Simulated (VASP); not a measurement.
# Te (P3_221) in VASP: equation of state, part 2 of 2

VASP 6.6.1.

## Step 7: Equation of state, PBE, 35.79 Å³/atom (volume scaled by 1.06)

INCAR

```
SYSTEM = Te
  PREC = Accurate
  ENCUT = 520
  EDIFF = 1E-7
  ISMEAR = -1
  SIGMA = 0.05
  LREAL = .False.
  LASPH = .True.
  NELM = 100
  ALGO = Normal
  ISIF = 2
  LWAVE = .False.
  LCHARG = .False.
  GGA = PE
  NBANDS = 16
```

KPOINTS

```
regular mesh
0
Gamma
  7 7 5
  0 0 0
```

POSCAR

```
Te
1.0
    4.5341468484      0.0000000000      0.0000000000
   -2.2670734242      3.9266863553      0.0000000000
    0.0000000000      0.0000000000      6.0309282756
Te
3
Direct
    0.7310000000      0.7310000000      0.5000000000
    0.0000000000      0.2690000000      0.8333333333
    0.2690000000      0.0000000000      0.1666666667
```

Potentials or basis: VASP PAW PBE potentials, release 64 (Te).

Started as:

```bash
cat potpaw_PBE.64/Te/POTCAR > POTCAR
mpirun -np 1 vasp_std > vasp.out
```

OUTCAR:

```text
SYSTEM = Te
   PREC = Accurate
   ENCUT = 520
   EDIFF = 1E-7
   ISMEAR = -1
   LREAL = .False.
   LASPH = .True.
   NELM = 100
   ISIF = 2
   GGA = PE

 ion  position               nearest neighbor table
   1  0.731  0.731  0.500-   3 2.92   2 2.92   3 3.53   2 3.53   2 3.53   3 3.53
   2  0.000  0.269  0.833-   1 2.92   3 2.92   1 3.53   1 3.53   3 3.53   3 3.53
   3  0.269  0.000  0.167-   1 2.92   2 2.92   1 3.53   1 3.53   2 3.53   2 3.53

  LATTYP: Found a hexagonal cell.
 ALAT       =     4.5341468484
 C/A-ratio  =     1.3301131342

  Lattice vectors:

 A1 = (   4.5341468484,   0.0000000000,   0.0000000000)
 A2 = (  -2.2670734242,   3.9266863553,   0.0000000000)
 A3 = (   0.0000000000,   0.0000000000,   6.0309282756)

Analysis of symmetry for initial positions (statically):
=====================================================================
 Subroutine PRICEL returns:
 Original cell was already a primitive cell.

 Routine SETGRP: Setting up the symmetry group for a
 hexagonal supercell.

 Subroutine GETGRP returns: Found  6 space group operations
 (whereof  2 operations were pure point group operations)
 out of a pool of 24 trial point group operations.

The static configuration has the point symmetry C_2 .
 The point group associated with its full space group is D_3 .

Analysis of symmetry for dynamics (positions and initial velocities):
=====================================================================
 Subroutine PRICEL returns:
 Original cell was already a primitive cell.

 Routine SETGRP: Setting up the symmetry group for a
 hexagonal supercell.

 Subroutine GETGRP returns: Found  6 space group operations
 (whereof  2 operations were pure point group operations)
 out of a pool of 24 trial point group operations.

The dynamic configuration has the point symmetry C_2 .
 The point group associated with its full space group is D_3 .

 Subroutine INISYM returns: Found  6 space group operations
 (whereof  2 operations are pure point group operations),
 and found     1 'primitive' translations

----------------------------------------------------------------------------------------

                                     Primitive cell

  volume of cell :     107.3757

  direct lattice vectors                    reciprocal lattice vectors
     4.534146848  0.000000000  0.000000000     0.220548657  0.127333827  0.000000000
    -2.267073424  3.926686355  0.000000000     0.000000000  0.254667653  0.000000000
     0.000000000  0.000000000  6.030928276     0.000000000  0.000000000  0.165811954

  length of vectors
     4.534146848  4.534146848  6.030928276     0.254667653  0.254667653  0.165811954

  position of ions in fractional coordinates (direct lattice)
     0.731000000  0.731000000  0.500000000
     0.000000000  0.269000000  0.833333333
     0.269000000  0.000000000  0.166666667

  ion indices of the primitive-cell ions
   primitive index   ion index
                 1           1
                 2           2
                 3           3

----------------------------------------------------------------------------------------

 KPOINTS: regular mesh

Automatic generation of k-mesh.
 Grid dimensions read from file:
 generate k-points for:    7    7    5

 Generating k-lattice:

  Cartesian coordinates                     Fractional coordinates (reciprocal lattice)
     0.031506951  0.018190547  0.000000000     0.142857143  0.000000000  0.000000000
     0.000000000  0.036381093  0.000000000     0.000000000  0.142857143  0.000000000
     0.000000000  0.000000000  0.033162391     0.000000000  0.000000000  0.200000000

  Length of vectors
     0.036381093  0.036381093  0.033162391

  Shift w.r.t. Gamma in fractional coordinates (k-lattice)
     0.000000000  0.000000000  0.000000000

 Subroutine IBZKPT returns following result:
 ===========================================

 Found     32 irreducible k-points:

 Following reciprocal coordinates:
            Coordinates               Weight
  0.000000  0.000000  0.000000      1.000000
  0.142857  0.000000  0.000000      6.000000
  0.285714  0.000000  0.000000      6.000000
  0.428571 -0.000000  0.000000      6.000000
  0.142857  0.142857  0.000000      6.000000
  0.285714  0.142857  0.000000     12.000000
[... 24 lines left out ...]
  0.428571  0.142857  0.400000     12.000000
  0.285714  0.285714  0.400000     12.000000
   k-points           NKPTS =     32   k-points in BZ     NKDIM =     32   number of bands    NBANDS=     16
   number of dos      NEDOS =    301   number of ions     NIONS =      3
   total plane-waves  NPLWV =  62208
   dimension x,y,z NGX =    36 NGY =   36 NGZ =   48
   dimension x,y,z NGXF=    72 NGYF=   72 NGZF=   96
   ions per type =               3
   NGX,Y,Z   is equivalent  to a cutoff of  13.20, 13.20, 13.23 a.u.
   NGXF,Y,Z  is equivalent  to a cutoff of  26.40, 26.40, 26.46 a.u.
 SYSTEM =  Te
   PREC   = accura    normal or accurate (medium, high low for compatibility)
   ISTART =      0    job   : 0-new  1-cont  2-samecut
   ICHARG =      2    charge: 1-file 2-atom 10-const
   ISPIN  =      1    spin polarized calculation?
   LNONCOLLINEAR =      F non collinear calculations
   LSORBIT =      F    spin-orbit coupling
   LASPH  =      T    aspherical Exc in radial PAW
   ENCUT  =  520.0 eV  38.22 Ry    6.18 a.u.   8.43  8.43 11.21*2*pi/ulx,y,z
   NELM   =    100;   NELMIN=  2; NELMDL= -5     # of ELM steps
   EDIFF  = 0.1E-06   stopping-criterion for ELM
   LREAL  =      F    real-space projection
   EDIFFG = 0.1E-05   stopping-criterion for IOM
   NSW    =      0    number of steps for IOM
   IBRION =     -1    ionic relax: 0-MD 1-quasi-New 2-CG
   NFREE  =      0    steps in history (QN), initial steepest desc. (CG)
   ISIF   =      2    stress and relaxation
   ISYM   =      2    0-nonsym 1-usesym 2-fastsym
   POTIM  = 0.5000    time-step for ionic-motion
   TEBEG  =    0.0;   TEEND  =   0.0 temperature during run
   PSTRESS=    0.0 pullay stress
   NELECT =      18.0000    total number of electrons
   NUPDOWN=      -1.0000    fix difference up-down
   EMIN   =  10.00;   EMAX   =-10.00  energy-range for DOS
   EFERMI =   0.00;   METHOD = LEGACY
   ISMEAR =    -1;   SIGMA  =   0.05  broadening in eV -4-tet -1-fermi 0-gaus
   EFERMI_NEDOS =   21; number of points for ismear=-14 and -15
   IALGO  =     38    algorithm
   IMIX   =      4    mixing-type and parameters
     AMIX     =   0.40;   BMIX     =  1.00
     AMIX_MAG =   1.60;   BMIX_MAG =  1.00
  volume/ion in A,a.u.               =      35.79       241.54
  Fermi-wavevector in a.u.,A,eV,Ry     =   0.902673  1.705804 11.086274  0.814818
  Thomas-Fermi vector in A             =   2.025905
   LORBIT       =      0    0 simple, 1 ext, 2 COOP (PROOUT), +10 PAW based schemes
   GGA     = PE    functional components
   LHFCALC =     F    Hartree Fock is set to
   AEXX    =    0.0000 exact exchange contribution
   IVDW    =     0    specifies the selected vdW correction
   LEPSILON=     F    determine dielectric tensor
   LRPA    =     F    only Hartree local field effects (RPA)
 non-spin polarized calculation
  energy-cutoff  :      520.00
  volume of cell :      107.38
 maximum number of plane-waves:      2920
 NGX is ok and might be reduce to    36
   NGX = 17   NGY = 17   NGZ = 23

 number of electron      18.0000000 magnetization

 Free energy of the ion-electron system (eV)
  ---------------------------------------------------
  ext. energy  EPLUGINS =         0.00000000
  ---------------------------------------------------
  free energy    TOTEN  =        -9.42286338 eV

  energy without entropy =       -9.42276667  energy(sigma->0) =       -9.42281502

 E-fermi :   5.4669     XC(G=0):  -8.8413

 val. band max:        5.1225378142   @ k =   0.2857   0.2857   0.4000
 cond. band min:       5.7607061162   @ k =   0.0000   0.0000   0.4000
 fundamental gap:      0.6381683019
 Fermi energy:         5.4668660311

 k-point     1 :       0.0000    0.0000    0.0000
  band No.  band energies     occupation
      1      -7.9305      2.00000
      2      -4.8850      2.00000
      3      -4.8850      2.00000
      4       2.4305      2.00000
      5       2.6341      2.00000
      6       2.6341      2.00000
[... 585 lines left out ...]
      3      -4.6559      2.00000
      4       0.4217      2.00000
      5       0.6709      2.00000
      6       1.0414      2.00000
[... 8 lines left out ...]
     15      12.0487      0.00000
     16      12.4462      0.00000

------------------------ aborting loop because EDIFF is reached ----------------------------------------

  FORCE on cell =-STRESS in cart. coord.  units (eV):
  Direction    XX          YY          ZZ          XY          YZ          ZX
  --------------------------------------------------------------------------------------
  -------------------------------------------------------------------------------------
  Total       -0.5260660     -0.5260660     -0.9556282     -0.0000000      0.0000000      0.0000000
  in kB       -7.8495516     -7.8495516    -14.2591482     -0.0000000      0.0000000      0.0000000
  external PRESSURE =      -9.9860838 kB  Pullay stress =       0.0000000 kB

 VOLUME and BASIS-vectors are now :
 -----------------------------------------------------------------------------
  energy-cutoff  :      520.00
  volume of cell :      107.38
      direct lattice vectors                 reciprocal lattice vectors
     4.534146848  0.000000000  0.000000000     0.220548657  0.127333827  0.000000000
    -2.267073424  3.926686355  0.000000000     0.000000000  0.254667653  0.000000000
     0.000000000  0.000000000  6.030928276     0.000000000  0.000000000  0.165811954

 POSITION                                       TOTAL-FORCE (eV/Angst)
 -----------------------------------------------------------------------------------
      1.65723      2.87041      3.01546         0.054919      0.095123     -0.000000
     -0.60984      1.05628      5.02577         0.054919     -0.095123     -0.000000
      1.21969      0.00000      1.00515        -0.109839      0.000000      0.000000
 -----------------------------------------------------------------------------------
    total drift:                               -0.000000      0.000000      0.000000

  FREE ENERGIE OF THE ION-ELECTRON SYSTEM (eV)
  ---------------------------------------------------
  free  energy   TOTEN  =        -9.4228633778 eV

  energy  without entropy=       -9.4227666689  energy(sigma->0) =       -9.42281502
```

OSZICAR:

```text
N       E                     dE             d eps       ncg     rms          rms(c)
DAV:   1     0.726001212659E+02    0.72600E+02   -0.65500E+03  1024   0.901E+02
DAV:   2    -0.476892781759E+01   -0.77369E+02   -0.73906E+02  1368   0.131E+02
DAV:   3    -0.935513114254E+01   -0.45862E+01   -0.45674E+01  1208   0.368E+01
DAV:   4    -0.944094264564E+01   -0.85812E-01   -0.85805E-01  1600   0.577E+00
DAV:   5    -0.944188452205E+01   -0.94188E-03   -0.94187E-03  1360   0.521E-01    0.110E+01
DAV:   6    -0.942566148136E+01    0.16223E-01   -0.17754E-02  1360   0.781E-01    0.698E+00
DAV:   7    -0.942349805793E+01    0.21634E-02   -0.40438E-02  1232   0.119E+00    0.297E-01
DAV:   8    -0.942280062436E+01    0.69743E-03   -0.70803E-03  1256   0.452E-01    0.147E-01
DAV:   9    -0.942283754377E+01   -0.36919E-04   -0.19809E-04  1520   0.917E-02    0.873E-02
DAV:  10    -0.942286398648E+01   -0.26443E-04   -0.41111E-05  1400   0.392E-02    0.154E-02
DAV:  11    -0.942286285915E+01    0.11273E-05   -0.61522E-06  1360   0.142E-02    0.393E-03
DAV:  12    -0.942286328109E+01   -0.42194E-06   -0.57591E-07  1456   0.456E-03    0.182E-03
DAV:  13    -0.942286337780E+01   -0.96712E-07   -0.36309E-07  1272   0.342E-03
   1 F= -.94228634E+01 E0= -.94228150E+01  d E =-.967089E-04
```

It took 32 s on 1 thread of AMD EPYC 9R45 (Zen 5), shared host; peak memory 0.21 GiB.

What came out:

- Free energy: -9.4229 eV
- Pressure: -1.0 GPa
- Largest force: 0.110 eV/Å
- Band gap on the k mesh: 0.64 eV, indirect (least direct gap 0.75 eV)

Caveat: spin-orbit coupling is left out, which moves the levels of the heavy elements; an odd mesh through Γ misses points on the zone boundary, where band edges often lie.

## Step 8: Equation of state, PBE

No new run: the results of the series are fitted here.

Results:

- Equilibrium volume: 34.96 Å³/atom
- Bulk modulus at fixed shape and positions: 45 GPa
- Pressure derivative of the bulk modulus: 4.7

Energy against volume, from the lowest point:
```tsv
volume (Å³/atom)	energy (meV/atom)
31.740	49.95
32.415	29.96
33.091	15.51
33.766	6.04
34.441	1.03
35.117	0.00
35.792	2.54
```

Caveat: the cell was scaled at fixed shape and fractional positions, which overstates the stiffness of a crystal with free parameters, most of all of layers and chains.
